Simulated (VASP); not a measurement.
FeO:

```
Fe O
1.0
     1.51768    0.87623    2.51579
    -1.51768    0.87623    2.51579
     0.00000   -1.75247    2.51579
Fe O
1 1
Direct
  0.00000 0.00000 0.00000
  0.50000 0.50000 0.50000
```

- Program: VASP 6.6.1
- Task: single point
- Functional: PBE
- Potentials or basis: VASP PAW PBE potentials, release 64 (Fe, O)
- Cutoff: 520 eV
- k mesh: 11 × 11 × 11
- Occupations: fermi-dirac, width 0.05 eV
- Spin: collinear spin, ferromagnetic start
- Starting moments: [3.0, 0.0] μB

On this cell: pressure -0.5 GPa; largest force under 0.003 eV/Å; net moment 4.00 μB per cell; site moments Fe +3.62; O +0.30 μB; band gap on the k mesh none (metal or under the smearing width).

The same run follows on a disturbed copy (atoms moved at random, drawn with an rms of 0.05 Å):

```
CELL_PARAMETERS angstrom
1.51768 0.87623 2.51579
-1.51768 0.87623 2.51579
0.00000 -1.75247 2.51579
ATOMIC_POSITIONS crystal
Fe 0.98319 0.00612 0.00369
O 0.49292 0.49212 0.50564
```

**Question.** What changes?

**Answer.** The energy (extrapolated to zero smearing) moves by +1.0 meV/atom; pressure -0.4 GPa; largest force 0.107 eV/Å; net moment 4.00 μB per cell; site moments Fe +3.62; O +0.30 μB; band gap on the k mesh none (metal or under the smearing width).

Forces on the atoms (eV/Å):
```
Fe   0.104 -0.020 -0.018
O   -0.104  0.020  0.018
```

Stress tensor (GPa, compression positive):
```
-0.09  0.02  0.01
 0.02 -0.13 -0.09
 0.01 -0.09 -1.00
```

Caveats: a cell with one magnetic atom can't hold antiferromagnetic order, which such compounds often take; semilocal functionals often make such compounds metallic where correlation or magnetic order opens a gap, which also shifts bond lengths.
